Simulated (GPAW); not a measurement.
Here is a GPAW 26.7.0 calculation.

Contents of run.py:

```python
from ase.dft.bandgap import bandgap
from ase.io import read, write
from ase.units import GPa
from gpaw import GPAW, PW

atoms = read('POSCAR')

calc = GPAW(mode=PW(600),
            xc='PBE',
            kpts={'size': (8, 8, 8), 'gamma': True},
            occupations={'name': 'fermi-dirac', 'width': 0.05},
            nbands=11,
            maxiter=120,
            txt='gpaw.txt')
atoms.calc = calc
energy = atoms.get_potential_energy()
forces = atoms.get_forces()
stress = atoms.get_stress()
calc.write('gs.gpw')
write('result.traj', atoms)
print(f'Energy: {energy:.6f} eV')
print('Forces (eV/A):')
print(forces.round(4))
print('Stress (GPa):', (stress / GPa).round(3))
print('Fermi level:', round(calc.get_fermi_level(), 4), 'eV')
print(f'Gap: {bandgap(calc)[0]:.4f} eV, direct: {bandgap(calc, direct=True)[0]:.4f} eV')
```

The input POSCAR:

```
GaN
1.0
    0.0000000000      2.2535006075      2.2535006075
    2.2535006075      0.0000000000      2.2535006075
    2.2535006075      2.2535006075      0.0000000000
Ga N
1 1
Direct
    0.0000000000      0.0000000000      0.0000000000
    0.2500000000      0.2500000000      0.2500000000
```

Potentials or basis: GPAW PAW data sets (gpaw-data 1.2.1), pw.

Command:

```bash
$ OMP_NUM_THREADS=1 python run.py
```

What does it give for the band gap on the k mesh?

1.80 eV, direct.

What does it give for the pressure?

7.0 GPa.

Caveat: the cutoff is short for stress and forces, so pressures can be off by a GPa or more.

**The experiment to reproduce.**

A printed reference work, textbook reports, for a bulk crystal of GaN at 0 K: band gap 3.299 eV (direct).

Against the measured gap of GaN, 3.299 eV (direct; 0 K; a printed reference work, textbook), the calculated 1.80 eV is off by -1.50 eV. Spin-orbit coupling on Ga is left out. The value is that of PBE, without temperature or zero-point motion. Semilocal functionals fall short of measured gaps as a rule. The cell is a database's relaxed one, not the measured one, which moves gaps too.
